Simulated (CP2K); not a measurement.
Crystal: PbS (Galena).

```
Pb S
1.0
     4.19420    0.00000    0.00000
     2.09710    3.63229    0.00000
     2.09710    1.21076    3.42455
Pb S
1 1
Direct
  0.00000 0.00000 0.00000
  0.50000 0.50000 0.50000
```

Base run:

| Item | Value |
| --- | --- |
| Program | CP2K 2026.2 |
| Functional | AM05 |
| Potentials or basis | POTENTIAL_UZH Pb GTH-PBE-q4, S GTH-PBE-q6; TZVP-MOLOPT-PBE-GTH basis |
| Density cutoff | 9184 eV |
| k mesh | 8 × 8 × 8 |
| Occupations | fermi-dirac, width 0.05 eV |
| Spin | no spin polarisation |

Its results: band gap on the k mesh 0.13 eV, direct; pressure 1.6 GPa.

Task: After a change of settings the same cell gave: band gap on the k mesh 0.23 eV, direct; pressure 2.9 GPa. Which change was it?
A. functional from AM05 to LDA
B. functional from AM05 to HLE17
C. functional from AM05 to PBE
D. functional from AM05 to optB88-vdW

Result: C.

PBE binds less tightly than AM05, so the same cell stands under more pressure.

Caveats: spin-orbit coupling is left out, which as a rule narrows the gap of such compounds by several tenths of an eV; the basis of atomic orbitals isn't converged, which shifts pressures, moduli and gaps; the potentials were made for another functional, which shifts forces and pressure (some runs).
